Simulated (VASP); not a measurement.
# BeS (F-43m) in VASP: a series of runs

Aim: see how the results for BeS move with the level of theory and the settings. Levels: AM05, PW91, r2SCAN, SCAN, optB88-vdW. Tasks: relaxation of cell and atoms.

Everything below comes from runs of VASP 6.6.1. Logs are shortened: lines on timing, memory, paths and dates and some standing lists are left out, and cuts for length are marked.

**1. Starting point**

Symmetry: F-43m, No. 216, cubic system. Conventional cell: a = 4.850 Å, b = 4.850 Å, c = 4.850 Å, α = 90.00°, β = 90.00°, γ = 90.00°. S (site symmetry -43m) is surrounded by 4 Be at 2.10 Å. Be (site symmetry -43m) has 4 S at 2.10 Å as nearest neighbours.

**2. Relaxation of cell and atoms, AM05**

File INCAR:

```
  ALGO = Normal
  EDIFF = 1E-6
  EDIFFG = -0.02
  ENCUT = 600
  GGA = AM
  IBRION = 2
  ISIF = 3
  ISMEAR = -1
  LASPH = T
  LCHARG = F
  LREAL = F
  LWAVE = F
  NELM = 100
  NSW = 40
  PREC = Accurate
  SIGMA = 0.05
```

File KPOINTS:

```
k-points
0
Gamma
  9 9 9
```

File POSCAR:

```
BeS
1.0
    0.0000000000      2.4250000000      2.4250000000
    2.4250000000      0.0000000000      2.4250000000
    2.4250000000      2.4250000000      0.0000000000
S Be
1 1
Direct
    0.7500000000      0.7500000000      0.7500000000
    0.0000000000      0.0000000000      0.0000000000
```

Potentials or basis: VASP PAW PBE potentials, release 64 (S, Be).

On the command line:

```bash
$ cat potpaw_PBE.64/S/POTCAR potpaw_PBE.64/Be/POTCAR > POTCAR
$ mpirun -np 1 vasp_std > vasp.out
```

OUTCAR:

```text
EDIFF = 1E-6
   EDIFFG = -0.02
   ENCUT = 600
   GGA = AM
   IBRION = 2
   ISIF = 3
   ISMEAR = -1
   LASPH = T
   LREAL = F
   NELM = 100
   NSW = 40
   PREC = Accurate

 ion  position               nearest neighbor table
   1  0.750  0.750  0.750-   2 2.10   2 2.10   2 2.10   2 2.10
   2  0.000  0.000  0.000-   1 2.10   1 2.10   1 2.10   1 2.10

  LATTYP: Found a face centered cubic cell.
 ALAT       =     4.8500000000

  Lattice vectors:

 A1 = (   0.0000000000,   2.4250000000,   2.4250000000)
 A2 = (   2.4250000000,   0.0000000000,   2.4250000000)
 A3 = (   2.4250000000,   2.4250000000,   0.0000000000)

Analysis of symmetry for initial positions (statically):
=====================================================================
 Subroutine PRICEL returns:
 Original cell was already a primitive cell.

 Routine SETGRP: Setting up the symmetry group for a
 face centered cubic supercell.

 Subroutine GETGRP returns: Found 24 space group operations
 (whereof 24 operations were pure point group operations)
 out of a pool of 48 trial point group operations.

The static configuration has the point symmetry T_d .

Analysis of symmetry for dynamics (positions and initial velocities):
=====================================================================
 Subroutine PRICEL returns:
 Original cell was already a primitive cell.

 Routine SETGRP: Setting up the symmetry group for a
 face centered cubic supercell.

 Subroutine GETGRP returns: Found 24 space group operations
 (whereof 24 operations were pure point group operations)
 out of a pool of 48 trial point group operations.

The dynamic configuration has the point symmetry T_d .

 Subroutine INISYM returns: Found 24 space group operations
 (whereof 24 operations are pure point group operations),
 and found     1 'primitive' translations

----------------------------------------------------------------------------------------

                                     Primitive cell

  volume of cell :      28.5210

  direct lattice vectors                    reciprocal lattice vectors
     0.000000000  2.425000000  2.425000000    -0.206185567  0.206185567  0.206185567
     2.425000000  0.000000000  2.425000000     0.206185567 -0.206185567  0.206185567
     2.425000000  2.425000000  0.000000000     0.206185567  0.206185567 -0.206185567

  length of vectors
     3.429467889  3.429467889  3.429467889     0.357123878  0.357123878  0.357123878

  position of ions in fractional coordinates (direct lattice)
[... 85 lines left out ...]
   ISIF   =      3    stress and relaxation
   ISYM   =      2    0-nonsym 1-usesym 2-fastsym
   POTIM  = 0.5000    time-step for ionic-motion
   TEBEG  =    0.0;   TEEND  =   0.0 temperature during run
   PSTRESS=    0.0 pullay stress
   NELECT =       8.0000    total number of electrons
   NUPDOWN=      -1.0000    fix difference up-down
   EMIN   =  10.00;   EMAX   =-10.00  energy-range for DOS
   EFERMI =   0.00;   METHOD = LEGACY
   ISMEAR =    -1;   SIGMA  =   0.05  broadening in eV -4-tet -1-fermi 0-gaus
   EFERMI_NEDOS =   21; number of points for ismear=-14 and -15
   IALGO  =     38    algorithm
   IMIX   =      4    mixing-type and parameters
     AMIX     =   0.40;   BMIX     =  1.00
     AMIX_MAG =   1.60;   BMIX_MAG =  1.00
  volume/ion in A,a.u.               =      14.26        96.23
  Fermi-wavevector in a.u.,A,eV,Ry     =   1.071642  2.025110 15.625158  1.148417
  Thomas-Fermi vector in A             =   2.207388
   LORBIT       =      0    0 simple, 1 ext, 2 COOP (PROOUT), +10 PAW based schemes
   GGA     = AM    functional components
   LHFCALC =     F    Hartree Fock is set to
   AEXX    =    0.0000 exact exchange contribution
   IVDW    =     0    specifies the selected vdW correction
   LEPSILON=     F    determine dielectric tensor
   LRPA    =     F    only Hartree local field effects (RPA)
 conjugate gradient relaxation of ions
 non-spin polarized calculation
  energy-cutoff  :      600.00
  volume of cell :       28.52
 maximum number of plane-waves:       963
   NGX = 13   NGY = 13   NGZ = 13

 number of electron       7.9999999 magnetization

 Free energy of the ion-electron system (eV)
  ---------------------------------------------------
  ext. energy  EPLUGINS =         0.00000000
  ---------------------------------------------------
  free energy    TOTEN  =       -10.20262644 eV

  energy without entropy =      -10.20262644  energy(sigma->0) =      -10.20262644

 E-fermi :   5.1530     XC(G=0):  -9.8043

 val. band max:        4.1914887556   @ k =   0.0000   0.0000   0.0000
 cond. band min:       7.2848827467   @ k =   0.4444   0.4444   0.0000
 fundamental gap:      3.0933939911
 Fermi energy:         5.1529817385

 k-point     1 :       0.0000    0.0000    0.0000
  band No.  band energies     occupation
      1      -9.4949      2.00000
      2       4.1915      2.00000
      3       4.1915      2.00000
      4       4.1915      2.00000
      5       9.8007      0.00000
      6       9.8007      0.00000
      7       9.8007      0.00000
      8      10.0035      0.00000
[... 243 lines left out ...]
 k-point    24 :       0.4444    0.4444    0.0000
  band No.  band energies     occupation
      1      -7.4140      2.00000
      2      -0.7107      2.00000
      3       1.5753      2.00000
      4       1.5753      2.00000
      5       7.2849      0.00000
      6       9.1229      0.00000
      7      16.5079      0.00000
      8      16.5079      0.00000

 [... further k-points ...]

------------------------ aborting loop because EDIFF is reached ----------------------------------------

  FORCE on cell =-STRESS in cart. coord.  units (eV):
  Direction    XX          YY          ZZ          XY          YZ          ZX
  --------------------------------------------------------------------------------------
  -------------------------------------------------------------------------------------
  Total       -0.0023287     -0.0023287     -0.0023287     -0.0000000     -0.0000000     -0.0000000
  in kB       -0.1308132     -0.1308132     -0.1308132     -0.0000000     -0.0000000     -0.0000000
  external PRESSURE =      -0.1308132 kB  Pullay stress =       0.0000000 kB

 VOLUME and BASIS-vectors are now :
 -----------------------------------------------------------------------------
  energy-cutoff  :      600.00
  volume of cell :       28.52
      direct lattice vectors                 reciprocal lattice vectors
     0.000000000  2.425000000  2.425000000    -0.206185567  0.206185567  0.206185567
     2.425000000  0.000000000  2.425000000     0.206185567 -0.206185567  0.206185567
     2.425000000  2.425000000  0.000000000     0.206185567  0.206185567 -0.206185567

 POSITION                                       TOTAL-FORCE (eV/Angst)
 -----------------------------------------------------------------------------------
      3.63750      3.63750      3.63750        -0.000000     -0.000000     -0.000000
      0.00000      0.00000      0.00000         0.000000      0.000000      0.000000
 -----------------------------------------------------------------------------------
    total drift:                               -0.000000     -0.000000     -0.000000

  FREE ENERGIE OF THE ION-ELECTRON SYSTEM (eV)
  ---------------------------------------------------
  free  energy   TOTEN  =       -10.2026264434 eV

  energy  without entropy=      -10.2026264433  energy(sigma->0) =      -10.20262644

 reached required accuracy - stopping structural energy minimisation
```

Run time: 6.9 s. Hardware: 1 thread of Intel Xeon Platinum 8488C (Sapphire Rapids), shared host; peak memory 0.15 GiB.

Results:

```
Free energy             : -10.2026 eV
Pressure after relaxing : 0.0 GPa
Band gap on the k mesh  : 3.09 eV, indirect (least direct gap 5.61 eV)
```

Final structure:
```cif
data_structure
_symmetry_space_group_name_H-M 'P 1'
_symmetry_Int_Tables_number 1
_cell_length_a 3.4295
_cell_length_b 3.4295
_cell_length_c 3.4295
_cell_angle_alpha 60.000
_cell_angle_beta 60.000
_cell_angle_gamma 60.000
_cell_volume 28.52
loop_
_atom_site_label
_atom_site_type_symbol
_atom_site_fract_x
_atom_site_fract_y
_atom_site_fract_z
_atom_site_occupancy
S1 S 0.75000 0.75000 0.75000 1
Be1 Be 0.00000 0.00000 0.00000 1
```

Caveat: the relaxation stopped at its first step, so nothing moved; the PAW data sets were made with another functional, which shifts forces and pressure a little; an odd mesh through Γ misses points on the zone boundary, where band edges often lie.

**3. Relaxation of cell and atoms, PW91**

Edit INCAR of step 2 so:

```diff
@@ -4,3 +4,3 @@
   ENCUT = 600
-  GGA = AM
+  GGA = 91
   IBRION = 2
```

KPOINTS is that of step 2.

POSCAR is that of step 2.

Potentials or basis: VASP PAW PBE potentials, release 64 (S, Be).

On the command line:

```bash
$ cat potpaw_PBE.64/S/POTCAR potpaw_PBE.64/Be/POTCAR > POTCAR
$ mpirun -np 1 vasp_std > vasp.out
```

Wall time 11 s (1 thread of Intel Xeon Platinum 8488C (Sapphire Rapids), shared host); peak memory 0.14 GiB.

The run converged. Its results:

* Free energy: -10.0573 eV
* Relaxed volume: 14.49 Å³/atom
* Relaxed cell: a = 3.448 Å, b = 3.448 Å, c = 3.448 Å, α = 60.00°, β = 60.00°, γ = 60.00°
* Space group after relaxing (to 0.05 Å): F-43m (No. 216)
* Energy gained by relaxing: 1.1 meV/atom
* Ionic steps: 3
* Pressure after relaxing: 0.0 GPa
* Band gap on the k mesh: 3.25 eV, indirect (least direct gap 5.70 eV)

The path:
| step | energy change (eV) | largest force (eV/Å) | pressure (GPa) | volume (Å³) |
| --- | --- | --- | --- | --- |
| 1 | 0.0000 | 0.0000 | 1.52 | 28.52 |
| 2 | -0.0020 | 0.0000 | -0.35 | 29.08 |
| 3 | -0.0021 | 0.0000 | -0.01 | 28.97 |

Final structure:
```
CELL_PARAMETERS angstrom
0.00000 2.43776 2.43776
2.43776 0.00000 2.43776
2.43776 2.43776 0.00000
ATOMIC_POSITIONS crystal
S 0.75000 0.75000 0.75000
Be 0.00000 0.00000 0.00000
```

Levels at points of the mesh, in eV from the valence-band top:
```csv
k point,band 1,band 2,band 3,band 4,band 5,band 6,band 7,band 8
"(0.00, 0.00, 0.00)",-13.57,0.00,0.00,0.00,5.70,5.70,5.70,5.76
```

Caveat: the PAW data sets were made with another functional, which shifts forces and pressure a little; an odd mesh through Γ misses points on the zone boundary, where band edges often lie. Expect the measured gap to be larger: semilocal functionals such as PW91 lack the derivative discontinuity.

**4. Relaxation of cell and atoms, r2SCAN**

Edit INCAR of step 3 so:

```diff
@@ -4,3 +4,2 @@
   ENCUT = 600
-  GGA = 91
   IBRION = 2
@@ -10,4 +9,6 @@
   LCHARG = F
+  LMIXTAU = T
   LREAL = F
   LWAVE = F
+  METAGGA = R2SCAN
   NELM = 100
```

KPOINTS is that of step 3.

POSCAR is that of step 3.

On the command line:

```bash
$ cat potpaw_PBE.64/S/POTCAR potpaw_PBE.64/Be/POTCAR > POTCAR
$ mpirun -np 1 vasp_std > vasp.out
```

It took 63 s on 1 thread of Intel Xeon Platinum 8488C (Sapphire Rapids), shared host; peak memory 0.15 GiB.

The run converged. Its results:

```
Free energy                            : -14.7870 eV
Relaxed volume                         : 14.47 Å³/atom
Relaxed cell                           : a = 3.446 Å, b = 3.446 Å, c = 3.446 Å, α = 60.00°, β = 60.00°, γ = 60.00°
Space group after relaxing (to 0.05 Å) : F-43m (No. 216)
Energy gained by relaxing              : 0.9 meV/atom
Ionic steps                            : 3
Pressure after relaxing                : 0.0 GPa
Band gap on the k mesh                 : 3.70 eV, indirect (least direct gap 6.27 eV)
```

The path:
| step | energy change (eV) | largest force (eV/Å) | pressure (GPa) | volume (Å³) |
| --- | --- | --- | --- | --- |
| 1 | 0.0000 | 0.0000 | 1.45 | 28.52 |
| 2 | -0.0017 | 0.0000 | -0.35 | 29.06 |
| 3 | -0.0018 | 0.0000 | 0.00 | 28.94 |

Final structure:
```yaml
crystal:
  lattice:
    - [0.00000, 2.43680, 2.43680]
    - [2.43680, 0.00000, 2.43680]
    - [2.43680, 2.43680, 0.00000]
  atoms:
    - { symbol: S, position: [0.75000, 0.75000, 0.75000] }
    - { symbol: Be, position: [0.00000, 0.00000, 0.00000] }
```

Levels at points of the mesh, in eV from the valence-band top:
```csv
k point,band 2,band 3,band 4,band 5,band 6,band 7
"(0.00, 0.00, 0.00)",0.00,0.00,0.00,6.27,6.27,6.27
```

Caveat: the PAW data sets were made with another functional, which shifts forces and pressure a little; an odd mesh through Γ misses points on the zone boundary, where band edges often lie. Zero-point motion and thermal expansion aren't in these numbers.

**5. Relaxation of cell and atoms, SCAN**

Edit INCAR of step 4 so:

```diff
@@ -12,3 +12,3 @@
   LWAVE = F
-  METAGGA = R2SCAN
+  METAGGA = SCAN
   NELM = 100
```

KPOINTS is that of step 4.

POSCAR is that of step 4.

On the command line:

```bash
$ cat potpaw_PBE.64/S/POTCAR potpaw_PBE.64/Be/POTCAR > POTCAR
$ mpirun -np 1 vasp_std > vasp.out
```

Run time: 52 s. Hardware: 1 thread of Intel Xeon Platinum 8488C (Sapphire Rapids), shared host; peak memory 0.16 GiB.

It converged, with:

- Free energy: -16.4873 eV
- Relaxed volume: 14.37 Å³/atom
- Relaxed cell: a = 3.438 Å, b = 3.438 Å, c = 3.438 Å, α = 60.00°, β = 60.00°, γ = 60.00°
- Space group after relaxing (to 0.05 Å): F-43m (No. 216)
- Energy gained by relaxing: 0.1 meV/atom
- Ionic steps: 2
- Pressure after relaxing: -0.1 GPa
- Band gap on the k mesh: 3.70 eV, indirect (least direct gap 6.27 eV)

Step by step:
```csv
step,energy change (eV),largest force (eV/Å),pressure (GPa),volume (Å³)
1,0.0000,0.0000,0.57,28.52
2,-0.0002,0.0000,-0.13,28.73
```

Final structure:
```cif
data_structure
_symmetry_space_group_name_H-M 'P 1'
_symmetry_Int_Tables_number 1
_cell_length_a 3.4379
_cell_length_b 3.4379
_cell_length_c 3.4379
_cell_angle_alpha 60.000
_cell_angle_beta 60.000
_cell_angle_gamma 60.000
_cell_volume 28.73
loop_
_atom_site_label
_atom_site_type_symbol
_atom_site_fract_x
_atom_site_fract_y
_atom_site_fract_z
_atom_site_occupancy
S1 S 0.75000 0.75000 0.75000 1
Be1 Be 0.00000 0.00000 0.00000 1
```

Levels at points of the mesh, in eV from the valence-band top:
```tsv
k point	band 2	band 3	band 4	band 5	band 6	band 7
(0.00, 0.00, 0.00)	0.00	0.00	0.00	6.27	6.27	6.27
```

Caveat: the PAW data sets were made with another functional, which shifts forces and pressure a little; an odd mesh through Γ misses points on the zone boundary, where band edges often lie.

(Part 1 of 2 ends here.)
